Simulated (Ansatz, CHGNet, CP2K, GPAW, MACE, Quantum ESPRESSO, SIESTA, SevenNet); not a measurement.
# Running P-1 (COD entry) Ca2CrN3, displaced supercell (48 atoms) with GPAW

How near does GPAW come to plane waves for P-1 (COD entry) Ca2CrN3, displaced supercell (48 atoms)?

Main program and level: GPAW 26.7.0; the method is named at each step.

### Step 1. The starting structure

The cell holds 48 atoms: 16 Ca, 8 Cr and 24 N. Cell: a = 11.113 Å, b = 11.440 Å, c = 6.328 Å, α = 72.6°, β = 68.0°, γ = 64.0°. It derives from Ca2CrN3 (P-1 (measured, COD)), repeated 2×2×1. P-1 (COD entry) Ca2CrN3 (cell 5.556, 5.72, 6.328, 72.62, 68.01, 63.97), 2 x 2 x 1 conventional cells; every coordinate displaced by a Gaussian of 0.05 Å. Then every atom was moved at random, 0.05 Å r.m.s. a Cartesian component.

The yardstick, on the same geometry:

```
method                                           : Kohn-Sham DFT, PBE, PAW, plane waves (Ansatz 0.2.0); cutoff 420 eV, Γ point, fermi-dirac smearing of 0.05 eV, spin polarised, started with 8 parallel moments, ending at 0.0 μB in the cell; PAW set soft_2
r.m.s. force component                           : 2.422 eV/Å
longest force                                    : 11.78 eV/Å
pressure                                         : 1.868 GPa
gap (highest filled to lowest empty level) : 0.672 eV
SCF cycles                                       : 39
time                                             : 33 s on 8 threads of Arm Neoverse N1, shared host
CPU time                                         : 4.2 min
```

### Step 2. PBE, plane waves 550 eV

Method: Kohn-Sham DFT, PBE, PAW, plane waves.

Contents of run.py:

```python
import numpy as np
from ase.io import read
from gpaw import GPAW, FermiDirac, PW
from ase.parallel import parprint as print

atoms = read("structure.xyz")
atoms.calc = GPAW(
    mode=PW(550),
    xc="PBE",
    kpts={"size": (1, 1, 1), "gamma": True},
    occupations=FermiDirac(0.05),
    maxiter=200,
    symmetry={"point_group": False},
    nbands=235,
    txt="gpaw.txt",
)
energy = atoms.get_potential_energy(force_consistent=True)
forces = atoms.get_forces()
print(f"energy {energy:.6f} eV")
print("forces (eV/A)")
for i, (a, f) in enumerate(zip(atoms, forces)):
    print(f"{i:4d} {a.symbol:2s} {f[0]:10.5f} {f[1]:10.5f} {f[2]:10.5f}")
stress = -atoms.get_stress(voigt=False) * 160.21766
print("stress (GPa, compression positive)")
for row in stress:
    print(" ".join(f"{x:10.4f}" for x in row))
print(f"Fermi level {atoms.calc.get_fermi_level():.4f} eV")
for k in range(len(atoms.calc.get_ibz_k_points())):
    for s in range(atoms.calc.get_number_of_spins()):
        e = atoms.calc.get_eigenvalues(kpt=k, spin=s)
        n = np.searchsorted(e, atoms.calc.get_fermi_level())
        print(f"k {k} spin {s} levels about the Fermi level:", np.round(e[max(n - 6, 0):n], 4).tolist(), "|", np.round(e[n:n + 6], 4).tolist())
```

Contents of structure.xyz:

```xyz
48
Lattice="11.11300 0.00000 0.00000 5.02070 10.27985 0.00000 2.36936 0.94660 5.79105" Properties=species:S:1:pos:R:3:initial_magmoms:R:1 pbc="T T T"
Ca 6.68301 4.11573 3.90033 0.0
Ca 3.92667 1.87804 1.88991 0.0
Ca 3.71608 5.02799 1.17865 0.0
Ca 6.68059 0.92826 4.66191 0.0
Cr 3.68719 3.17697 4.73858 3.0
Cr 6.62608 2.92976 1.13580 3.0
N 4.29153 1.43223 4.37549 0.0
N 6.21287 4.78572 1.44290 0.0
N 3.49301 4.03401 3.40664 0.0
N 6.84056 2.16772 2.48164 0.0
N 5.13218 4.08701 5.76285 0.0
N 7.73173 2.92251 5.58361 0.0
Ca 9.10957 9.28697 3.88562 0.0
Ca 6.48755 7.13742 1.77675 0.0
Ca 6.28445 10.26944 1.06017 0.0
Ca 9.08073 6.25687 4.58802 0.0
Cr 6.26118 8.29261 4.73094 3.0
Cr 9.15217 8.05380 0.97701 3.0
N 6.81787 6.59364 4.31827 0.0
N 8.64322 9.87122 1.41939 0.0
N 6.08894 9.25278 3.21988 0.0
N 9.51289 7.33561 2.56283 0.0
N 4.94812 8.31969 0.06665 0.0
N 10.31357 8.13861 5.75283 0.0
Ca 12.17093 4.11061 3.90925 0.0
Ca 9.38018 2.02022 1.76922 0.0
Ca 9.26247 5.01266 1.10117 0.0
Ca 12.19134 1.03442 4.59636 0.0
Cr 9.30041 2.89922 4.77640 3.0
Cr 12.19153 3.11091 1.02085 3.0
N 9.80183 1.44073 4.35452 0.0
N 11.68999 4.83916 1.39188 0.0
N 9.20963 4.01899 3.20784 0.0
N 12.43232 2.10368 2.50179 0.0
N 8.12652 3.11424 0.04505 0.0
N 13.51359 2.89784 5.64714 0.0
Ca 14.61081 9.37929 3.93658 0.0
Ca 11.72572 7.24840 1.85192 0.0
Ca 11.77140 10.18592 1.15103 0.0
Ca 14.88623 6.03430 4.69359 0.0
Cr 11.87534 8.23922 4.80738 3.0
Cr 14.64339 8.38620 1.09300 3.0
N 12.43540 6.42475 4.31202 0.0
N 14.03998 9.88298 1.36368 0.0
N 11.56276 9.12214 3.42309 0.0
N 14.86832 7.25949 2.69521 0.0
N 10.58256 8.26422 0.11159 0.0
N 15.80178 8.09147 5.71223 0.0
```

Launch:

```console
OMP_NUM_THREADS=1 mpirun -np 2 gpaw python run.py > output.txt
```

Numbers of over 12 decimals in the logs are rounded to 6 here.

Log:

```text
energy -337.716765 eV
forces (eV/A)
   0 Ca   -0.47508    1.03139   -0.56267
   1 Ca   -0.72739    0.22277    0.36728
   2 Ca    0.39044    1.09113    0.12481
   3 Ca   -0.85411    0.80978    0.29074
   4 Cr   11.14460   -4.57786   -2.47776
   5 Cr   -2.97217    6.43805   -4.57829
   6 N    -0.21035    0.67069    0.04932
   7 N     0.20297   -2.42314   -0.45622
   8 N    -1.32590    1.96651   -3.60855
   9 N     0.99833   -3.61637    3.95458
  10 N    -2.77409   -0.55137    0.36575
  11 N     0.39406    0.06723    2.55032
  12 Ca   -0.54667    0.74486   -0.46403
  13 Ca   -1.42724   -0.09756    1.42222
  14 Ca    0.41409    0.19579   -0.07544
  15 Ca    0.49500   -1.27767    0.50741
  16 Cr   -0.14322   -1.64992   -3.32729
  17 Cr   -4.29222    5.41457    8.44031
  18 N    -0.50724    1.47351    0.73665
  19 N     0.67898   -2.23304   -0.99189
  20 N    -0.39335   -1.03281    2.05248
  21 N    -0.82673   -0.45998   -2.28700
  22 N     3.13275    0.32561   -0.80609
  23 N    -0.85330   -0.68774   -0.36986
[...]
40 Cr    1.59008   -6.66915   -5.02156
  41 Cr   -2.25807   -7.17287    3.52226
  42 N    -1.18178    3.31824    1.55211
  43 N    -0.50868    3.20837    0.50714
  44 N     0.03539    1.55060   -1.10793
  45 N    -0.03078    2.46092   -3.68042
  46 N     4.05156    1.08418   -1.94235
  47 N     1.26464    2.04673    0.69487
stress (GPa, compression positive)
   -1.4502     0.1344    -2.5181
    0.1344    -6.3983    -1.1759
   -2.5181    -1.1759    -5.0754
Fermi level 7.0305 eV
k 0 spin 0 levels about the Fermi level: [5.794, 5.9988, 6.0536, 6.2906, 6.4163, 6.7105] | [7.3543, 7.4901, 7.5963, 7.638, 7.7011, 7.9366]
k 0 spin 1 levels about the Fermi level: [5.7939, 5.9988, 6.0536, 6.2905, 6.4162, 6.7102] | [7.3542, 7.49, 7.5961, 7.6379, 7.7011, 7.9365]
```

gpaw.txt:

```text
Input parameters:
  mode=PW(ecut=550.0),
  kpts=MonkhorstPack(size=(1, 1, 1), gamma=True),
  maxiter=200,
  nbands=235,
  occupations=Occupations(name='fermi-dirac', width=0.05, fixmagmom=False),
  symmetry=Symmetry(point_group=False),
  xc=XC(name='PBE')
Diagonalizing LCAO Hamiltonian
Converting LCAO to pw mode
Unit cell  # Å
| periodic |         x |         y |        z |   lengths |    angles |
|----------|-----------|-----------|----------|-----------|-----------|
|      yes | 11.113000 |  0.000000 | 0.000000 | 11.113000 | 72.619043 |
|      yes |  5.020700 | 10.279850 | 0.000000 | 11.440400 | 68.011984 |
|      yes |  2.369360 |  0.946600 | 5.791050 |  6.328205 | 63.969021 |
Number of symmetries: 1
Symmetry operations  # r_c * U_cc + t_c -> r_c
|   | kind |            matrix            |
|---|------|------------------------------|
| 0 |  E   |  1, 0, 0,  0, 1, 0,  0, 0, 1 |
BZ-sampling:
  Number of BZ points: 1
  Number of IBZ points: 1
  Monkhorst-Pack size: [1, 1, 1]
[... lines left out ...]
  Converge bands: occupied
[... lines left out ...]
  Fermi-Dirac:
[... lines left out ...]
convergence criteria:
- Maximum [total energy] change in last 3 cyles: 0.0005 eV / valence electron
[... lines left out ...]
|iter:  35| -337.715495c| -6.46 | -3.76 |  -0.0008|
|iter:  36| -337.715510c| -6.67 | -4.12c|  -0.0015|
|iter:  37| -337.715506c| -6.85 | -4.12c|  -0.0014|
|iter:  38| -337.715511c| -6.69 | -4.11c|  -0.0003|
|iter:  39| -337.715520c| -6.77 | -4.20c|  +0.0000|
|iter:  40| -337.715514c| -6.91 | -4.26c|  +0.0002|
|iter:  41| -337.715508c| -7.01 | -4.38c|  +0.0003|
|iter:  42| -337.715519c| -7.20 | -4.40c|  +0.0005|
|iter:  43| -337.715510c| -7.54c| -4.53c|  +0.0008|
Converged in 43 steps
SCF loop duration: 683.169 s (15.888 s/step)
Energy contributions relative to reference atoms: (reference = -560394.243414)
Energy contributions:
  Kinetic:          86.323501
  Coulomb:         -97.096452
  Zero:             -7.560730
  External:          0.000000
  Xc:             -319.380574
  Entropy:          -0.002509
  Spinorbit:         0.000000
  ----------------------------
  Free energy:    -337.716765
  Extrapolated:   -337.715510
dipole moment: (-3.358183, 5.759942, 21.400943)  # |e|*Ang
Total magnetic moment: (0.000000, 0.000000, 0.000802)
Local magnetic moments
|        x |        y |         z |
|----------|----------|-----------|
| 0.000000 | 0.000000 |  0.000007 |  # Ca   0
| 0.000000 | 0.000000 |  0.000010 |  # Ca   1
| 0.000000 | 0.000000 |  0.000009 |  # Ca   2
[...]
| 0.000000 | 0.000000 |  0.000016 |  # N   46
| 0.000000 | 0.000000 | -0.000001 |  # N   47
Fermi level: 7.030
Eigenvalues  # (at kpt = [0.000, 0.000, 0.000])
| band index |      eig [eV] | occ [0-1] |      eig [eV] | occ [0-1] |
|------------|---------------|-----------|---------------|-----------|
|          0 |       -33.932 |     1.000 |       -33.932 |     1.000 |
|        ... |               |           |               |           |
|        156 |         5.757 |     1.000 |         5.757 |     1.000 |
|        157 |         5.761 |     1.000 |         5.761 |     1.000 |
[...]
|        171 |         8.034 |     0.000 |         8.034 |     0.000 |
|        ... |               |           |               |           |
|        234 |        12.417 |     0.000 |        12.432 |     0.000 |
Gap: 0.644 eV
Transition (v -> c):
  (s=0, k=0, n=163, [0.00, 0.00, 0.00]) -> (s=1, k=0, n=164, [0.00, 0.00, 0.00])
No difference between direct/indirect transitions
Force computation time: 4.845  # s
Stress tensor  # eV/Ang^3
|         x |         y |        z |
|-----------|-----------|----------|
|  0.009052 | -0.000839 | 0.015717 |
| -0.000839 |  0.039935 | 0.007339 |
|  0.015717 |  0.007339 | 0.031678 |
Stress computation time: 30.970  # s
```

It took 13 min on 2 MPI ranks of Arm Neoverse N1, shared host; peak memory 1.6 GiB; 26 min of CPU time.

Banners, paths, timers and routine set-up lines are dropped from the logs unmarked, and long logs keep their key lines alone; longer cuts are marked.

Numbers from this run, and their distance from the reference:

```yaml
r_m_s_force_component: 2.523 eV/Å
r_m_s_difference_of_force_components: 286.4 meV/Å
longest_difference_of_force_vectors: 1136 meV/Å
force_difference_over_r_m_s_force: 11.82 %
slope_of_forces_against_the_reference_s: 1.036
correlation_of_force_components: 0.9941
spacing_of_highest_filled_and_lowest_empty_level: 0.6437 eV
gap_difference: -0.0283 eV
pressure: -4.308 GPa
pressure_difference: -6.176 GPa
```

This run lies far from the reference in forces at the same functional. Basis and potentials both differ; the latter hold 328 valence electrons against the reference's 392.

Length of the force difference by element (eV/Å):

```
element  atoms   mean   most
     Ca     16  0.031  0.049
     Cr      8   0.56   0.92
      N     24   0.53    1.1
```

Levels nearest the highest filled one (eV from it): -0.92, -0.92, -0.71, -0.71, -0.66, -0.66, -0.42, -0.42, -0.29, -0.29, 0.00, 0.00, 0.64, 0.64, 0.78, 0.78, 0.89, 0.89, 0.93, 0.93, 0.99, 0.99, 1.23, 1.23.

Local excerpt of 10 atoms (numbers count through the whole input) about N23, picked at random; x, y, z are measured from there.

```csv
atom,x,y,z,distance (Å),bonds,Fx,Fy,Fz (eV/Å)
N23,0.00,0.00,0.00,0.00,6,3.13,0.33,-0.81
Cr42,-1.42,0.07,1.03,1.75,4,-2.26,-7.17,3.52
Cr17,-1.06,-0.97,-1.13,1.83,4,-0.14,-1.65,-3.33
Ca15,1.34,1.95,0.99,2.56,6,0.41,0.20,-0.08
Ca14,1.54,-1.18,1.71,2.59,6,-1.43,-0.10,1.42
Ca13,1.79,0.02,-1.97,2.66,6,-0.55,0.74,-0.46
Ca28,-1.22,2.05,-1.26,2.70,6,0.38,-0.17,-0.21
N44,-2.02,1.56,1.30,2.87,5,-0.51,3.21,0.51
N48,-2.63,-1.17,-0.15,2.88,6,1.26,2.05,0.69
N21,-1.23,-0.01,-2.64,2.91,5,-0.39,-1.03,2.05
```

Atoms are counted from 1 here, from 0 in the log.

Forces lie 12 % from the reference's, at 6.2 times its CPU time (on 2 against 8 cores).

Further runs of this program without a result: GPAW PBE, LCAO dzp, h 0.18 Å (cut off at its time limit); GPAW LDA, LCAO dzp, h 0.18 Å (cut off at its time limit).

### Step 3. Results

| Property | Result |
| --- | --- |
| force difference from the reference | GPAW PBE, plane waves 550 eV, 12 % |
| its CPU time | 26 min |

PBE on plane waves or a grid with other potentials, cutoffs or grids differs from the reference by 12 % (GPAW PBE, plane waves 550 eV) of the r.m.s. force; potentials, valence shells or grid differ, and the table alone doesn't part them. At the same functional, the gap of GPAW PBE, plane waves 550 eV lies 0.03 eV below the reference's 0.672 eV. These are spacings on the run's k-points, which needn't hold the band edges. In pressure, GPAW PBE, plane waves 550 eV misses by -6.2 GPa, at the same functional. The potentials hold different valence shells: 392 electrons in the reference, 328 in GPAW; this bears on time and differences. In the spin-polarised runs the search for a state of lower energy was switched off. The run was spin polarised, started with 8 parallel moments, ending at 0.0 μB in the cell; the starting moments vanished. The cell is under 6 Å thick along one periodic direction, so every atom has periodic images of itself close by, which move with it and show among its neighbours and in g(r). The reference's stress is far from hydrostatic: its diagonal is 5.0, -0.5, 1.0 GPa, compression counted positive. The published positions, changed by the recipe (random displacements or longer bonds to H), lie far from the minimum at this level of theory. The reference's pressure of 1.9 GPa belongs to a cell and atoms that aren't relaxed at this level. The electronic-structure runs sample only Γ, in a cell whose shortest periodic width is 6 Å.

[Also dropped from logs without a mark: logging warnings of Python, and SIESTA's first energy breakdown and zero terms.]

[Logs are printed without paths, hosts, clocks, repeated set-up lines and the standing remarks that a program may print on its own settings, such as how far it seeks lower states.]

[Hosts, paths, dates, database ids (printed as entryN), source tags and the programs' standing remarks are cut or masked in the printed files.]
